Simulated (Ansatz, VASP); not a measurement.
**Pt in VASP and in Ansatz**

Contents of INCAR:

```
SYSTEM = Pt
PREC = Accurate ; ENCUT = 520
EDIFF = 1E-7 ; ISMEAR = -1
SIGMA = 0.1 ; LREAL = .FALSE.
LASPH = .TRUE. ; NELM = 100
ALGO = Normal ; ISIF = 2
LWAVE = .FALSE. ; LCHARG = .FALSE.
GGA = B5 ; ALDAX = 1.0
AGGAX = 1.0 ; AGGAC = 1.0
ALDAC = 0.0 ; NBANDS = 11
```

KPOINTS

```
regular mesh
0
G
  15 15 15
  0 0 0
```

Contents of POSCAR:

```
Pt
1.0
   -1.6572336141      1.6572336141      1.6572336141
    1.6572336141     -1.6572336141      1.6572336141
    1.6572336141      1.6572336141     -1.6572336141
Pt
1
Direct
    0.0000000000      0.0000000000      0.0000000000
```

Input for Ansatz:

```yaml
crystal:
  lattice:
    - [-1.6572336141, 1.6572336141, 1.6572336141]
    - [1.6572336141, -1.6572336141, 1.6572336141]
    - [1.6572336141, 1.6572336141, -1.6572336141]
  atoms:
    - { symbol: Pt, position: [0.0, 0.0, 0.0] }
hamiltonian:
  xc: blyp
  pseudopotentials:
    kind: paw
    azcp:
      Pt: "pseudopotentials/Pt.paw.azcp"
basis:
  ecutwfc: 420
  fft_grid_basis: typed
kpoints:
  mp_grid: { grid: [15, 15, 15], shift: [0, 0, 0] }
magnetization:
  spin_polarized: false
scf:
  occupations: { method: fermi_dirac, width: 0.1 }
  lower_state_search: "off"
output:
  stress: true
  write_density: true
  write_potential: true
  elf: true
  volumetric_format: npy
```

Alike in both runs: task single point; functional BLYP; k mesh 15 × 15 × 15; occupations fermi-dirac, width 0.1 eV; no spin polarisation.

```csv
,VASP,Ansatz
version,VASP 6.6.1,Ansatz 0.2.0
potentials or method,"VASP PAW PBE potentials, release 64 (Pt)","plane waves (420 eV) with PAW, scalar-relativistic"
plane-wave cutoff (eV),520,420
valence electrons in the cell,10,18
```

```csv
,VASP,Ansatz,Ansatz less VASP
pressure (GPa),-11.3,-12.0,-0.65
```

With one functional, cell and mesh, what is left measures potentials, basis and numerics. The two sets of potentials don't hold the same shells in valence.

Caveats: the PAW data sets were made with another functional, which shifts forces and pressure a little (VASP). The runs have no spin-orbit coupling, so splittings on Pt are missing.
